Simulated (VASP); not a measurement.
# Al: convergence, energy along a vibration (SMASS = -2)

Al, Fm-3m (no. 225), atoms displaced along the mode, 2 atoms in the cell. PBEsol, energy along a line of displacements; PAW potentials Al (PBE set). VASP 6.6.1.

Wanted: harmonic frequency within 1 %.

Space group without the displacement: Fm-3m (no. 225); Mode: transverse mode at X.

POSCAR of the starting run:
```
Al
1.0
    2.0248050000      2.0248050000      0.0000000000
   -2.0248050000      2.0248050000      0.0000000000
    0.0000000000      0.0000000000      4.0496100000
Al
2
Direct
   -0.0098774944      0.0098774944      0.0000000000
    0.5098774944      0.4901225056      0.5000000000

    0.0100000000   0.0000000000   0.0000000000
   -0.0100000000   0.0000000000   0.0000000000
```

The series start from k mesh: 7 × 7 × 5; Cutoff (eV): 320; Step along the mode (Å): 0.02; Precision and projection: Accurate, reciprocal space. Each series keeps the choices made before it, and each single choice may use up half of a tolerance.

## k mesh

| k mesh | Harmonic frequency (THz) | Time (s) |
|---|---|---|
| 3 × 3 × 2 | 5.623 | 6.1 |
| 4 × 4 × 3 | 6.302 | 9.3 |
| 5 × 5 × 4 | 5.638 | 13 |
| 7 × 7 × 5 | 5.342 | 26 |
| 8 × 8 × 6 | 6.111 | 31 |
| 10 × 10 × 8 | 5.47 | 64 |
| 13 × 13 × 10 (reference) | 5.71 | 119 |

Chosen: 13 × 13 × 10; the next looser run is off by more than half of the tolerance, so convergence isn't shown beyond this value.

## Cutoff (eV)

| Cutoff (eV) | Harmonic frequency (THz) | Time (s) |
|---|---|---|
| 170 | 5.699 | 47 |
| 210 | 5.649 | 70 |
| 240 | 5.681 | 76 |
| 280 | 5.707 | 70 |
| 320 | 5.71 | 119 |
| 360 (reference) | 5.697 | 155 |

Chosen: 240, the loosest value from which every tighter one stays within half of the tolerance.

## Precision and projection

| Precision and projection | Harmonic frequency (THz) | Time (s) |
|---|---|---|
| Accurate, reciprocal space | 5.698 | 86 |
| Normal, reciprocal space | 5.699 | 62 |
| Normal, Auto | 5.704 | 92 |

Chosen: Accurate, reciprocal space; no other choice that stays within half of the tolerance saves 30 % of the time.

Also changed on the way, by series that aren't shown: Step along the mode (Å): 0.08.

## All choices together

| Input | Harmonic frequency (THz) | Time (s) |
|---|---|---|
| defaults on a coarse mesh (naive) | 6.268 | 2.5 |
| chosen settings | 5.698 | 86 |
| reference settings throughout | 5.697 | 131 |

The chosen settings stay within the tolerance of the reference run, but the reference itself isn't shown to be converged in: k mesh.

## The input

INCAR:
```
SYSTEM = Al
GGA      = PS             ! functional
PREC     = Accurate       ! precision mode
ENCUT    = 240            ! plane-wave cutoff, eV
EDIFF    = 1E-7           ! SCF threshold, eV
ALGO     = Normal         ! electronic algorithm
LREAL    = .FALSE.        ! projectors in reciprocal space
LASPH    = .TRUE.         ! aspherical terms in the spheres
ISMEAR   = 1              ! smearing method
SIGMA    = 0.15           ! smearing width, eV
ISYM     = 0            
LWAVE    = .FALSE.        ! write WAVECAR
LCHARG   = .FALSE.        ! write CHGCAR
IBRION   = 0              ! ionic algorithm
SMASS    = -2           
POTIM    = 1              ! step
NSW      = 9              ! ionic steps
NELMIN   = 4            
IWAVPR   = 11           
KPAR     = 2             
```

KPOINTS:
```
Automatic mesh
0
Gamma
  13 13 10
  0 0 0
```

POSCAR:
```
Al
1.0
    2.0248050000      2.0248050000      0.0000000000
   -2.0248050000      2.0248050000      0.0000000000
    0.0000000000      0.0000000000      4.0496100000
Al
2
Direct
   -0.0395099775      0.0395099775      0.0000000000
    0.5395099775      0.4604900225      0.5000000000

    0.0400000000   0.0000000000   0.0000000000
   -0.0400000000   0.0000000000   0.0000000000
```

Commands:
```
cat potpaw_PBE.64/Al/POTCAR > POTCAR
mpirun -np 2 vasp_std > vasp.out
```

The chosen input took VASP 6.6.1 86 s on 2 cores (Intel Xeon Platinum 8259CL @ 2.50GHz (Skylake/Cascade Lake)), a shared host.
